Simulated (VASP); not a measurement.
# Rh (Fm-3m) in VASP: a series of runs

Aim: see how the results for Rh move with the level of theory and the settings. Levels: PBE+D3(BJ), rev-vdW-DF2. Tasks: relaxation of cell and atoms.

All numbers are computed with VASP 6.6.1; they aren't measurements. Logs are shortened: lines on timing, memory, paths and dates and some standing lists are left out, and cuts for length are marked.

### Step 1. The structure

Symmetry: Fm-3m, No. 225, cubic system. Conventional cell: a = 3.796 Å, b = 3.796 Å, c = 3.796 Å, α = 90.00°, β = 90.00°, γ = 90.00°. Around Rh (site symmetry m-3m) lie 12 Rh at 2.68 Å.

### Step 2. Relaxation of cell and atoms, PBE+D3(BJ)

INCAR

```
PREC = Accurate
ENCUT = 600
EDIFF = 1E-6
ISMEAR = 1
SIGMA = 0.1
LREAL = False
LASPH = True
NELM = 80
ALGO = Normal
ISIF = 3
LWAVE = False
LCHARG = False
GGA = PE
IVDW = 12
IBRION = 2
NSW = 90
EDIFFG = -0.01
```

KPOINTS

```
regular mesh
0
Gamma
  16 16 16
```

POSCAR

```
Rh
1.0
    0.0000000000      1.8978500000      1.8978500000
    1.8978500000      0.0000000000      1.8978500000
    1.8978500000      1.8978500000      0.0000000000
Rh
1
Direct
    0.0000000000      0.0000000000      0.0000000000
```

Potentials or basis: VASP PAW PBE potentials, release 64 (Rh_pv).

Command:

```bash
cat potpaw_PBE.64/Rh_pv/POTCAR > POTCAR
mpirun -np 1 vasp_std > vasp.out
```

OUTCAR:

```text
PREC = Accurate
   ENCUT = 600
   EDIFF = 1E-6
   ISMEAR = 1
   LREAL = False
   LASPH = True
   NELM = 80
   ISIF = 3
   GGA = PE
   IVDW = 12
   IBRION = 2
   NSW = 90
   EDIFFG = -0.01
 IVDW          = 12

 ion  position               nearest neighbor table
   1  0.000  0.000  0.000-

  LATTYP: Found a face centered cubic cell.
 ALAT       =     3.7957000000

  Lattice vectors:

 A1 = (   0.0000000000,   1.8978500000,   1.8978500000)
 A2 = (   1.8978500000,   0.0000000000,   1.8978500000)
 A3 = (   1.8978500000,   1.8978500000,   0.0000000000)

Analysis of symmetry for initial positions (statically):
=====================================================================
 Subroutine PRICEL returns:
 Original cell was already a primitive cell.

 Routine SETGRP: Setting up the symmetry group for a
 face centered cubic supercell.

 Subroutine GETGRP returns: Found 48 space group operations
 (whereof 48 operations were pure point group operations)
 out of a pool of 48 trial point group operations.

The static configuration has the point symmetry O_h .

Analysis of symmetry for dynamics (positions and initial velocities):
=====================================================================
 Subroutine PRICEL returns:
 Original cell was already a primitive cell.

 Routine SETGRP: Setting up the symmetry group for a
 face centered cubic supercell.

 Subroutine GETGRP returns: Found 48 space group operations
 (whereof 48 operations were pure point group operations)
 out of a pool of 48 trial point group operations.

The dynamic configuration has the point symmetry O_h .

 Subroutine INISYM returns: Found 48 space group operations
 (whereof 48 operations are pure point group operations),
 and found     1 'primitive' translations

----------------------------------------------------------------------------------------

                                     Primitive cell

  volume of cell :      13.6715

  direct lattice vectors                    reciprocal lattice vectors
     0.000000000  1.897850000  1.897850000    -0.263456016  0.263456016  0.263456016
     1.897850000  0.000000000  1.897850000     0.263456016 -0.263456016  0.263456016
     1.897850000  1.897850000  0.000000000     0.263456016  0.263456016 -0.263456016

  length of vectors
     2.683965209  2.683965209  2.683965209     0.456319205  0.456319205  0.456319205

  position of ions in fractional coordinates (direct lattice)
     0.000000000  0.000000000  0.000000000

  ion indices of the primitive-cell ions
   primitive index   ion index
                 1           1

[... 70 lines left out ...]
   NELM   =     80;   NELMIN=  2; NELMDL= -5     # of ELM steps
   EDIFF  = 0.1E-05   stopping-criterion for ELM
   LREAL  =      F    real-space projection
   EDIFFG = -.1E-01   stopping-criterion for IOM
   NSW    =     90    number of steps for IOM
   IBRION =      2    ionic relax: 0-MD 1-quasi-New 2-CG
   NFREE  =      1    steps in history (QN), initial steepest desc. (CG)
   ISIF   =      3    stress and relaxation
   ISYM   =      2    0-nonsym 1-usesym 2-fastsym
   POTIM  = 0.5000    time-step for ionic-motion
   TEBEG  =    0.0;   TEEND  =   0.0 temperature during run
   PSTRESS=    0.0 pullay stress
   NELECT =      15.0000    total number of electrons
   NUPDOWN=      -1.0000    fix difference up-down
   EMIN   =  10.00;   EMAX   =-10.00  energy-range for DOS
   EFERMI =   0.00;   METHOD = LEGACY
   ISMEAR =     1;   SIGMA  =   0.10  broadening in eV -4-tet -1-fermi 0-gaus
   EFERMI_NEDOS =   21; number of points for ismear=-14 and -15
   IALGO  =     38    algorithm
   IMIX   =      4    mixing-type and parameters
     AMIX     =   0.40;   BMIX     =  1.00
     AMIX_MAG =   1.60;   BMIX_MAG =  1.00
  volume/ion in A,a.u.               =      13.67        92.26
  Fermi-wavevector in a.u.,A,eV,Ry     =   1.688496  3.190795 38.790465  2.851019
  Thomas-Fermi vector in A             =   2.770792
   LORBIT       =      0    0 simple, 1 ext, 2 COOP (PROOUT), +10 PAW based schemes
   GGA     = PE    functional components
   LHFCALC =     F    Hartree Fock is set to
   AEXX    =    0.0000 exact exchange contribution
   IVDW    =    12    specifies the selected vdW correction
   LEPSILON=     F    determine dielectric tensor
   LRPA    =     F    only Hartree local field effects (RPA)
 conjugate gradient relaxation of ions
 non-spin polarized calculation
 Methfessel and Paxton  Order N= 1 SIGMA  =   0.10
  energy-cutoff  :      600.00
  volume of cell :       13.67
 maximum number of plane-waves:       469
 NGX is ok and might be reduce to    24
   NGX = 11   NGY = 11   NGZ = 11

--------------------------------------- Ionic step        1  -------------------------------------------

 number of electron      15.0000002 magnetization

 Free energy of the ion-electron system (eV)
  ---------------------------------------------------
  ext. energy  EPLUGINS =         0.00000000
  ---------------------------------------------------
  free energy    TOTEN  =        -7.24905857 eV

  energy without entropy =       -7.24879435  energy(sigma->0) =       -7.24897050

------------------------ aborting loop because EDIFF is reached ----------------------------------------

 Edisp (eV)   -0.65113

 E8    (eV) :    -0.2923
[... 69 lines left out ...]
--------------------------------------- Ionic step        3  -------------------------------------------

 number of electron      15.0000002 magnetization

 Free energy of the ion-electron system (eV)
  ---------------------------------------------------
  ext. energy  EPLUGINS =         0.00000000
  ---------------------------------------------------
  free energy    TOTEN  =        -7.24773510 eV

  energy without entropy =       -7.24747107  energy(sigma->0) =       -7.24764709

 E-fermi :  12.0282     XC(G=0): -14.0804

 val. band max:       12.0219099063   @ k =   0.4375   0.1250   0.0625
 cond. band min:      12.0326780309   @ k =  -0.3750   0.2500   0.0000
 fundamental gap:      0.0107681246
 Fermi energy:        12.0282041336

 k-point     1 :       0.0000    0.0000    0.0000
  band No.  band energies     occupation
      1     -34.3457      2.00000
      2     -34.3457      2.00000
      3     -34.3457      2.00000
      4       4.0296      2.00000
      5       8.9322      2.00000
      6       8.9322      2.00000
      7       8.9322      2.00000
      8      11.0439      2.00000
      9      11.0439      2.00000
     10      28.0357      0.00000
     11      32.5607      0.00000
[... 309 lines left out ...]
 k-point    24 :      -0.0625    0.0625    0.0000
  band No.  band energies     occupation
      1     -34.4169      2.00000
      2     -34.3672      2.00000
      3     -34.3513      2.00000
      4       4.4448      2.00000
      5       8.7297      2.00000
      6       9.0796      2.00000
      7       9.1280      2.00000
      8      10.8543      2.00000
      9      11.0692      2.00000
     10      28.6269      0.00000
     11      31.8448      0.00000

 [... further k-points ...]

------------------------ aborting loop because EDIFF is reached ----------------------------------------

 Edisp (eV)   -0.65250

 E8    (eV) :    -0.2929
[... 24 lines left out ...]
  FREE ENERGIE OF THE ION-ELECTRON SYSTEM (eV)
  ---------------------------------------------------
  free  energy   TOTEN  =        -7.9002380792 eV

  energy  without entropy=       -7.8999740458  energy(sigma->0) =       -7.90015007

 reached required accuracy - stopping structural energy minimisation
```

CONTCAR:

```text
Rh
   1.00000000000000
     0.0000000000000000    1.8965671866472693    1.8965671866472693
     1.8965671866472693    0.0000000000000000    1.8965671866472693
     1.8965671866472693    1.8965671866472693    0.0000000000000000
  Rh
     1
Direct
     0.0000000000000000    0.0000000000000000    0.0000000000000000

  0.00000000E+00  0.00000000E+00  0.00000000E+00
```

It took 20 s on 1 thread of Intel Xeon Platinum 8488C (Sapphire Rapids), shared host; peak memory 0.17 GiB.

Results:

- Free energy: -7.9002 eV
- Relaxed volume: 13.64 Å³/atom
- Relaxed cell: a = 2.682 Å, b = 2.682 Å, c = 2.682 Å, α = 60.00°, β = 60.00°, γ = 60.00°
- Space group after relaxing (to 0.05 Å): Fm-3m (No. 225)
- Energy gained by relaxing: 0.1 meV/atom
- Ionic steps: 3
- Pressure after relaxing: 0.0 GPa
- Band gap on the k mesh: none (metal or under the smearing width)
- Dispersion energy per atom: -0.652 eV

Final structure:
```
Rh
1.0
     0.00000    1.89657    1.89657
     1.89657    0.00000    1.89657
     1.89657    1.89657    0.00000
Rh
1
Direct
  0.00000 0.00000 0.00000
```

Caveat: pairwise dispersion overbinds metals, which lowers pressure and volume.

(Continued in part 2 of 2.)
